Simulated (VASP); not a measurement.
Write the native input for VASP 6.6.1 that does the following.

```yaml
Task: single point
Functional: PBE
Potentials_or_basis: VASP PAW PBE potentials, release 64 (Se, Li_sv)
Cutoff: 520 eV
k_mesh: 8 × 8 × 8
Occupations: gaussian, width 0.028 eV
Spin: no spin polarisation
Further_INCAR_settings: ALGO = Normal; EDIFF = 1e-07; NBANDS = 13
```

The structure of Li2Se lies in POSCAR:

```
Li2Se
1.0
    0.0000000000      3.0025000000      3.0025000000
    3.0025000000      0.0000000000      3.0025000000
    3.0025000000      3.0025000000      0.0000000000
Se Li
1 2
Direct
    0.0000000000      0.0000000000      0.0000000000
    0.7500000000      0.7500000000      0.7500000000
    0.2500000000      0.2500000000      0.2500000000
```

One way to write it, as run:

INCAR

```
SYSTEM = Li2Se
PREC = Accurate
ENCUT = 520
EDIFF = 1E-7
ISMEAR = 0
SIGMA = 0.028000000000000004
LREAL = .False.
LASPH = .True.
NELM = 100
ALGO = Normal
ISIF = 2
LWAVE = .False.
LCHARG = .False.
GGA = PE
NBANDS = 13
```

KPOINTS

```
regular mesh
0
Gamma
  8 8 8
  0 0 0
```

Potentials or basis: VASP PAW PBE potentials, release 64 (Se, Li_sv).

The run is started by

```console
$ cat potpaw_PBE.64/Se/POTCAR potpaw_PBE.64/Li_sv/POTCAR > POTCAR
$ mpirun -np 1 vasp_std > vasp.out
```

It gave:

```json
{
 "Band gap on the k mesh": "2.97 eV, indirect (least direct gap 3.39 eV)"
}
```

Wall time 14 s on 1 thread of Intel(R) Xeon(R) Platinum 8488C (Sapphire Rapids), on a shared host, peak memory 0.18 GiB.
